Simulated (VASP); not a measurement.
A run of VASP 6.6.1 is set up as follows.

INCAR

```
  PREC = Accurate
  ENCUT = 700
  EDIFF = 1E-7
  ISMEAR = 0
  SIGMA = 0.02
  LREAL = False
  LASPH = True
  NELM = 80
  ALGO = Normal
  ISIF = 3
  LWAVE = False
  LCHARG = False
  GGA = PE
  IVDW = 12
  IBRION = 2
  NSW = 80
  EDIFFG = -0.002
```

File KPOINTS:

```
regular mesh
0
Gamma
  15 15 6
```

Contents of POSCAR:

```
BN                                      
1.0
    2.5064631375      0.0000000000      0.0000000000
   -1.2532315687      2.1706607459     -0.0000000000
    0.0000000000     -0.0000000000      6.5603082552
  B               N             
     2     2
Direct
     0.3333333300000021    0.6666666699999979    0.2500000000000000
     0.6666666699999979    0.3333333300000021    0.7500000000000000
     0.3333333300000021    0.6666666699999979    0.7500000000000000
     0.6666666699999979    0.3333333300000021    0.2500000000000000
```

Potentials or basis: VASP PAW PBE potentials, release 64 (B, N).

The run is started by

```console
$ cat potpaw_PBE.64/B/POTCAR potpaw_PBE.64/N/POTCAR > POTCAR
$ mpirun -np 1 vasp_std > vasp.out
```

(1) Estimate the band gap on the k mesh.

(2) Estimate the dispersion energy per atom.

Answers

(1) 4.26 eV, indirect (least direct gap 4.63 eV).

(2) -0.143 eV.

Caveat: the relaxation stopped at its first step, so nothing moved; an odd mesh through Γ misses points on the zone boundary, where band edges often lie.
